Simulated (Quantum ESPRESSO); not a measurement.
# SiC (Moissanite) (P6_3mc) in Quantum ESPRESSO: further runs, part 4 of 4

Quantum ESPRESSO 7.5.

### Step 5. Phonons, LDA, target pressure 2 GPa, at which the enthalpy is minimised

pw.in

```
&CONTROL
  calculation = 'scf'
  prefix = 'pwscf'
  outdir = './tmp'
  pseudo_dir = './pseudo'
  tprnfor = .true.
  tstress = .true.
  disk_io = 'low'
/
&SYSTEM
  ibrav = 0
  celldm(1) = 8
  nat = 4
  ntyp = 2
  ecutwfc = 82
  nbnd = 14
  occupations = 'smearing'
  smearing = 'fd'
  degauss = 0.00367493
/
&ELECTRONS
  conv_thr = 8d-10
  electron_maxstep = 120
  mixing_beta = 0.5
/
ATOMIC_SPECIES
Si    28.0850 Si.upf
C     12.0110 C.upf
CELL_PARAMETERS alat
  0.7265996949186   0.0000000000000   0.0000000000000
 -0.3632998474593   0.6292537941719   0.0000000000000
  0.0000000000000   0.0000000000000   1.1924171846389
ATOMIC_POSITIONS crystal
Si     0.6666666667    0.3333333333    0.5000000000
Si     0.3333333333    0.6666666667    0.0000000000
C      0.6666666667    0.3333333333    0.8850000000
C      0.3333333333    0.6666666667    0.3850000000
K_POINTS automatic
6 6 2 0 0 1
```

relax.in

```
&CONTROL
  calculation = 'vc-relax'
  prefix = 'pwscf'
  outdir = './tmp'
  pseudo_dir = './pseudo'
  tprnfor = .true.
  tstress = .true.
  disk_io = 'low'
  nstep = 40
  forc_conv_thr = 0.0001
  etot_conv_thr = 1d-06
/
&SYSTEM
  ibrav = 0
  celldm(1) = 8
  nat = 4
  ntyp = 2
  ecutwfc = 82
  nbnd = 14
  occupations = 'smearing'
  smearing = 'fd'
  degauss = 0.00367493
/
&ELECTRONS
  conv_thr = 8d-10
  electron_maxstep = 120
  mixing_beta = 0.5
/
&IONS
  ion_dynamics = 'bfgs'
/
&CELL
  cell_dynamics = 'bfgs'
  press = 20
  press_conv_thr = 0.2
/
ATOMIC_SPECIES
Si    28.0850 Si.upf
C     12.0110 C.upf
CELL_PARAMETERS alat
  0.7265996949186   0.0000000000000   0.0000000000000
 -0.3632998474593   0.6292537941719   0.0000000000000
  0.0000000000000   0.0000000000000   1.1924171846389
ATOMIC_POSITIONS crystal
Si     0.6666666667    0.3333333333    0.5000000000
Si     0.3333333333    0.6666666667    0.0000000000
C      0.6666666667    0.3333333333    0.8850000000
C      0.3333333333    0.6666666667    0.3850000000
K_POINTS automatic
6 6 2 0 0 1
```

scf2.in

```
&CONTROL
  calculation = 'scf'
  prefix = 'pwscf'
  outdir = './tmp'
  pseudo_dir = './pseudo'
  tprnfor = .true.
  tstress = .true.
  disk_io = 'low'
/
&SYSTEM
  ibrav = 0
  celldm(1) = 8
  nat = 4
  ntyp = 2
  ecutwfc = 82
  nbnd = 14
  occupations = 'fixed'
/
&ELECTRONS
  conv_thr = 1d-13
  electron_maxstep = 120
  mixing_beta = 0.5
  startingpot = 'file'
  startingwfc = 'file'
/
ATOMIC_SPECIES
Si    28.0850 Si.upf
C     12.0110 C.upf
CELL_PARAMETERS alat
  0.7197251932163   0.0000000000068   0.0000000000000
 -0.3598625966141   0.6233003010656   0.0000000000000
  0.0000000000000   0.0000000000000   1.1784999803011
ATOMIC_POSITIONS crystal
Si     0.6666666666    0.3333333332    0.5045994935
Si     0.3333333332    0.6666666666    0.0045994935
C      0.6666666666    0.3333333332    0.8804005065
C      0.3333333332    0.6666666666    0.3804005065
K_POINTS automatic
6 6 2 0 0 1
```

ph.in

```
phonons of SiC
&INPUTPH
  prefix = 'pwscf'
  outdir = './tmp'
  tr2_ph = 1d-18
  fildyn = 'dyn'
  niter_ph = 90
  alpha_mix(1) = 0.7
  epsil = .true.
/
0.0000000000 0.0000000000 0.0000000000
```

dynmat.in

```
&INPUT
  fildyn = 'dyn'
  asr = 'crystal'
  lperm = .true.
  filout = 'dynmat.disp'
  fileig = 'dynmat.eig'
/
```

dynmat_lo.in

```
&INPUT
  fildyn = 'dyn'
  asr = 'crystal'
  filout = 'dynmat_lo.disp'
  fileig = 'dynmat_lo.eig'
  q(1) = 0
  q(2) = 0
  q(3) = 1
/
```

Potentials or basis: PseudoDojo 0.4.1 SR LDA standard.

Command:

```
OMP_NUM_THREADS=1 pw.x -in pw.in > pw.out
OMP_NUM_THREADS=1 pw.x -in relax.in > relax.out
OMP_NUM_THREADS=1 pw.x -in scf2.in > scf2.out
OMP_NUM_THREADS=1 ph.x -in ph.in > ph.out
OMP_NUM_THREADS=1 dynmat.x -in dynmat.in > dynmat.out
OMP_NUM_THREADS=1 dynmat.x -in dynmat_lo.in > dynmat_lo.out
```

pw.out:

```text
This program is part of the open-source Quantum ESPRESSO suite
     for quantum simulation of materials; please cite
         "P. Giannozzi et al., J. Phys.:Condens. Matter 21 395502 (2009);
         "P. Giannozzi et al., J. Phys.:Condens. Matter 29 465901 (2017);
         "P. Giannozzi et al., J. Chem. Phys. 152 154105 (2020);
     in publications or presentations arising from this work. More details at

     Message from routine setup:
     using ibrav=0 with symmetry is DISCOURAGED, use correct ibrav instead

     G-vector sticks info
     --------------------
     sticks:   dense  smooth     PW     G-vecs:    dense   smooth      PW
     Sum         757     757    223                27991    27991    4415

     Using Slab Decomposition

     bravais-lattice index     =            0
     lattice parameter (alat)  =       8.0000  a.u.
     unit-cell volume          =     279.1382 (a.u.)^3
     number of atoms/cell      =            4
     number of atomic types    =            2
     number of electrons       =        16.00
     number of Kohn-Sham states=           14
     kinetic-energy cutoff     =      82.0000  Ry
     charge density cutoff     =     328.0000  Ry
     scf convergence threshold =      8.0E-10
     mixing beta               =       0.5000
     number of iterations used =            8  plain     mixing
     Exchange-correlation= SLA  PW   NOGX NOGC
                           (   1   4   0   0   0   0   0)

     celldm(1)=   8.000000  celldm(2)=   0.000000  celldm(3)=   0.000000
     celldm(4)=   0.000000  celldm(5)=   0.000000  celldm(6)=   0.000000

     crystal axes: (cart. coord. in units of alat)
               a(1) = (   0.726600   0.000000   0.000000 )
               a(2) = (  -0.363300   0.629254   0.000000 )
               a(3) = (   0.000000   0.000000   1.192417 )

     reciprocal axes: (cart. coord. in units 2 pi/alat)
               b(1) = (  1.376274  0.794592 -0.000000 )
               b(2) = (  0.000000  1.589184  0.000000 )
               b(3) = (  0.000000 -0.000000  0.838633 )

     PseudoPot. # 1 for Si read from file:
     Si.upf
     Pseudo is Norm-conserving + core correction, Zval =  4.0
     Generated using ONCVPSP code by D. R. Hamann
     Using radial grid of 1510 points,  6 beta functions with:
                l(1) =   0
                l(2) =   0
                l(3) =   1
                l(4) =   1
                l(5) =   2
                l(6) =   2

     PseudoPot. # 2 for C  read from file:
     C.upf
     Pseudo is Norm-conserving + core correction, Zval =  4.0
     Generated using ONCVPSP code by D. R. Hamann
     Using radial grid of 1234 points,  4 beta functions with:
                l(1) =   0
                l(2) =   0
                l(3) =   1
                l(4) =   1

     atomic species   valence    mass     pseudopotential
     Si                4.00    28.08500     Si( 1.00)
     C                 4.00    12.01100     C ( 1.00)

     12 Sym. Ops. (no inversion) found ( 6 have fractional translation)

   Cartesian axes

     site n.     atom                  positions (alat units)
         1        Si     tau(   1) = (   0.3632998   0.2097513   0.5962086  )
         2        Si     tau(   2) = (  -0.0000000   0.4195025   0.0000000  )
         3        C      tau(   3) = (   0.3632998   0.2097513   1.0552892  )
         4        C      tau(   4) = (  -0.0000000   0.4195025   0.4590806  )

     number of k points=     7  Fermi-Dirac smearing, width (Ry)=  0.0037
                       cart. coord. in units 2pi/alat
        k(    1) = (   0.0000000   0.0000000   0.2096582), wk =   0.0555556
        k(    2) = (   0.0000000   0.2648640   0.2096582), wk =   0.3333333
        k(    3) = (   0.0000000   0.5297280   0.2096582), wk =   0.3333333
        k(    4) = (   0.0000000  -0.7945920   0.2096582), wk =   0.1666667
        k(    5) = (   0.2293789   0.3972960   0.2096582), wk =   0.3333333
        k(    6) = (   0.2293789   0.6621600   0.2096582), wk =   0.6666667
        k(    7) = (   0.4587579   0.7945920   0.2096582), wk =   0.1111111

     Dense  grid:    27991 G-vectors     FFT dimensions: (  36,  36,  60)

     Initial potential from superposition of free atoms

     starting charge      15.9988, renormalised to      16.0000
     Starting wfcs are   16 randomized atomic wfcs

     Self-consistent Calculation

     iteration #  1     ecut=    82.00 Ry     beta= 0.50
     Davidson diagonalization with overlap
     ethr =  1.00E-02,  avg # of iterations =  3.7

     total energy              =     -41.02996170 Ry
     estimated scf accuracy    <       0.91717113 Ry
[... 50 lines left out ...]
     iteration #  9     ecut=    82.00 Ry     beta= 0.50
     Davidson diagonalization with overlap
     ethr =  8.30E-11,  avg # of iterations =  2.9

     End of self-consistent calculation

          k = 0.0000 0.0000 0.2097 (  3525 PWs)   bands (ev):

    -5.7837  -3.5453   2.3471   7.9988   8.1625   8.1625   9.0658   9.0658
    14.4121  16.0861  16.0861  16.3200  16.7184  17.5753
[... 8 lines left out ...]
    -3.9383  -1.9071   2.2531   4.1111   4.5122   6.5949   7.9625   8.0269
    12.6875  13.7240  15.4817  17.5713  17.8117  19.2348

          k = 0.0000-0.7946 0.2097 (  3492 PWs)   bands (ev):

    -2.4684  -1.3023   0.9659   2.1510   5.3850   6.2324   7.2063   7.6539
    12.3905  12.6870  15.8692  16.3081  17.6237  19.1575

          k = 0.2294 0.3973 0.2097 (  3493 PWs)   bands (ev):
[... 11 lines left out ...]
    -1.3716  -1.3716   2.2174   2.2174   2.8638   4.7694   6.7066   6.7066
    12.9676  15.8351  15.8351  17.1173  19.4754  19.4754

     the Fermi energy is    10.1282 ev

!    total energy              =     -41.26214003 Ry
     estimated scf accuracy    <          5.4E-11 Ry
     smearing contrib. (-TS)   =      -0.00000000 Ry
     internal energy E=F+TS    =     -41.26214003 Ry

     The total energy is F=E-TS. E is the sum of the following terms:
     one-electron contribution =      10.94636847 Ry
     hartree contribution      =       4.70376124 Ry
     xc contribution           =     -15.12308054 Ry
     ewald contribution        =     -41.78918921 Ry

     convergence has been achieved in   9 iterations

     Forces acting on atoms (cartesian axes, Ry/au):

     atom    1 type  1   force =     0.00000000    0.00000000    0.02903523
     atom    2 type  1   force =     0.00000000    0.00000000    0.02903523
     atom    3 type  2   force =    -0.00000000    0.00000000   -0.02903523
     atom    4 type  2   force =     0.00000000   -0.00000000   -0.02903523

     Total force =     0.058070     Total SCF correction =     0.000000

     Computing stress (Cartesian axis) and pressure

          total   stress  (Ry/bohr**3)                   (kbar)     P=      -46.09
  -0.00019615   0.00000000   0.00000000          -28.86        0.00        0.00
   0.00000000  -0.00019615   0.00000000            0.00      -28.86        0.00
   0.00000000   0.00000000  -0.00054762            0.00        0.00      -80.56

=------------------------------------------------------------------------------=
   JOB DONE.
=------------------------------------------------------------------------------=
```

relax.out:

```text
This program is part of the open-source Quantum ESPRESSO suite
     for quantum simulation of materials; please cite
         "P. Giannozzi et al., J. Phys.:Condens. Matter 21 395502 (2009);
         "P. Giannozzi et al., J. Phys.:Condens. Matter 29 465901 (2017);
         "P. Giannozzi et al., J. Chem. Phys. 152 154105 (2020);
[... 1058 lines left out ...]
   0.00000000   0.00013422   0.00000000            0.00       19.75        0.00
   0.00000000   0.00000000   0.00013430            0.00        0.00       19.76

=------------------------------------------------------------------------------=
   JOB DONE.
=------------------------------------------------------------------------------=
```

scf2.out:

```text
This program is part of the open-source Quantum ESPRESSO suite
     for quantum simulation of materials; please cite
         "P. Giannozzi et al., J. Phys.:Condens. Matter 21 395502 (2009);
         "P. Giannozzi et al., J. Phys.:Condens. Matter 29 465901 (2017);
         "P. Giannozzi et al., J. Chem. Phys. 152 154105 (2020);
[... 181 lines left out ...]
   0.00000000   0.00013423   0.00000000            0.00       19.75        0.00
   0.00000000   0.00000000   0.00013431            0.00        0.00       19.76

=------------------------------------------------------------------------------=
   JOB DONE.
=------------------------------------------------------------------------------=
```

Wall time 5.6 min (1 thread of Intel Xeon at 2.50GHz (Skylake/Cascade Lake), shared host); peak memory 0.08 GiB.

What came out:

```yaml
Free_energy: -561.4484 eV
Relaxed_volume: 10.03 Å³/atom
Relaxed_cell: a = 3.047 Å, b = 3.047 Å, c = 4.989 Å, α = 90.00°, β = 90.00°, γ = 120.00°
Space_group_after_relaxing_to_0.05_Å: P6_3mc (No. 186)
Pressure_after_relaxing: 2.0 GPa
Electronic_dielectric_tensor_diagonal: 7.28, 7.28, 7.21
Born_charges_mean_of_the_diagonal: Si +2.73; C -2.83 e
Highest_phonon_frequency_at_Γ_LO-TO_splitting_left_out: 852 cm⁻¹
Static_dielectric_tensor_diagonal: 10.58, 10.58, 11.22
```

Step by step:
```
step  energy change (eV)  largest force (eV/Å)  pressure (GPa)  volume (Å³)
   1              0.0000                0.7465           -4.61        41.36
   2             -0.0427                0.2145            2.73        39.98
   3             -0.0475                0.0530            2.22        40.07
   4             -0.0489                0.0000            1.99        40.11
   5             -0.0489                0.0001            2.00        40.11
```

Final structure:
```xyz
4
Lattice="3.0469 0.0000 0.0000 -1.5234 2.6387 0.0000 0.0000 0.0000 4.9891" Properties=species:S:1:pos:R:3 pbc="T T T"
Si    1.5234    0.8796    2.5175
Si    0.0000    1.7591    0.0229
C     1.5234    0.8796    4.3924
C     0.0000    1.7591    1.8978
```

Phonon frequencies in cm⁻¹ (negative: imaginary):
```csv
q point,frequencies
"(0.000, 0.000, 0.000)",0 0 0 261 261 602 780 781 781 809 809 852
```

Electronic dielectric tensor:
```
7.28 0.00 0.00
0.00 7.28 0.00
0.00 0.00 7.21
```

Born effective charge tensors (e):
atom 1, Si
```
2.65 0.00 0.00
0.00 2.65 0.00
0.00 0.00 2.88
```
atom 2, Si
```
2.65 0.00 0.00
0.00 2.65 0.00
0.00 0.00 2.88
```
atom 3, C
```
-2.79  0.00  0.00
 0.00 -2.79  0.00
 0.00  0.00 -2.90
```
atom 4, C
```
-2.79  0.00  0.00
 0.00 -2.79  0.00
 0.00  0.00 -2.90
```

Optical modes at Γ, degenerate ones joined, polar ones without the macroscopic field:
```csv
cm⁻¹,components,symmetry,active in,"IR intensity, summed ((D/Å)²/amu)"
261,2,E2,Raman,0.00
602,1,B1,silent,0.00
780,1,A1,IR and Raman,45.87
781,2,E2,Raman,0.00
809,2,E1,IR and Raman,81.00
852,1,B1,silent,0.00
```

Zone-centre frequencies without and with the macroscopic field along z (cm⁻¹):
|  | optical modes in rising order |
| --- | --- |
| without | 261 261 602 780 781 781 809 809 852 |
| with the field | 261 261 602 781 781 809 809 852 973 |

Static dielectric tensor, electrons and zone-centre modes:
```
10.58  0.00  0.00
 0.00 10.58  0.00
 0.00  0.00 11.22
```

Caveat: the k mesh is coarse (spacing up to 0.62 Å⁻¹), so the values aren't converged; the mesh is thin for the dielectric tensor, Born charges and intensities, which usually come out too large; the Born charges break their sum rule by 0.20 e, a sign of too thin a mesh.

### Step 6. Overview

| cell | k mesh | mesh quality | pressure (GPa) |
| --- | --- | --- | --- |
| relaxed to 10 GPa | 6 × 6 × 4, shifted | not flagged | 10.0 |
| relaxed to 15 GPa | 6 × 6 × 4, shifted | not flagged | 14.9 |
| relaxed | 6 × 6 × 2, shifted | coarse | 0.0 |
| relaxed to 2 GPa | 6 × 6 × 2, shifted | coarse | 2.0 |

Alike in all rows: task phonons; level LDA; potentials or basis PseudoDojo 0.4.1 SR LDA standard; no spin polarisation; cutoff (eV) 1116; smearing fermi-dirac 0.05 eV.

Caveats: some runs use coarse meshes; the cell is more than 3 GPa from zero pressure, which shifts response properties (some runs).

Absolute energies hang on the potentials; compare differences alone.
